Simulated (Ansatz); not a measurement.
One crystal and one scan (frozen-phonon scan) at two levels, PBE (plane waves to 420 eV, PAW, scalar-relativistic; Ansatz, an electronic-structure program) and r2SCAN (plane waves to 500 eV, PAW, scalar-relativistic; Ansatz), each from its own relaxed cell and on its own mesh. The cell shown is that of PBE.

Starting cell, CaF$_{2}$ (fluorite):

```
CaF2
1.0
    0.00000     5.51096     5.51096
    2.75548     2.75548     5.51096
    2.75548     2.75548     0.00000
Ca F
2 4
Direct
  0.00000   0.00000   0.00000
  0.50000   0.00000   0.00000
  0.00000   0.25000   0.25000
  0.50000   0.25000   0.25000
  0.00000   0.75000   0.75000
  0.50000   0.75000   0.75000
```

The atoms are displaced by Q × the pattern below (from a DFPT mode at X = (0.5, 0.5, 0.0), largest move 1; Q in Å), at fixed cell. It is one choice among 2 degenerate patterns. (q is in reciprocal vectors of the primitive cell; the cell shown is doubled to hold the pattern.)

```
atom       x       y      z
----  ------  ------  -----
Ca1    0.146   0.000  0.000
Ca2   -0.146   0.000  0.000
F3     0.000  -1.000  0.000
F4     0.000   1.000  0.000
F5     0.000  -1.000  0.000
F6     0.000   1.000  0.000
```

CaF2 was relaxed with its symmetry unable to fall. Percentages come from the unrounded values.

Results of PBE:

* **Lattice constant a (Å)**: 5.511
* **Harmonic wavenumber from the curvature (finite differences) (cm⁻¹ (negative: imaginary))**: 315
* **Shape of the curve**: a single well with its minimum at or next to zero displacement

### Question
What does r2SCAN give for the same quantities?

### Answer
```tsv
quantity	r2SCAN	PBE − r2SCAN
Lattice constant a (Å)	5.439	+0.072 (+1.3 %)
Harmonic wavenumber from the curvature (finite differences) (cm⁻¹ (negative: imaginary))	339	-24 (-7.0 %)
```

PBE gives the higher value for: lattice constant a. PBE gives the lower value for: harmonic wavenumber from the curvature. Both give the same shape of the curve: a single well with its minimum at or next to zero displacement.

(A displaced cell: forces are minus the slopes of the energy, force constants its curvatures, and phonons follow from these.)
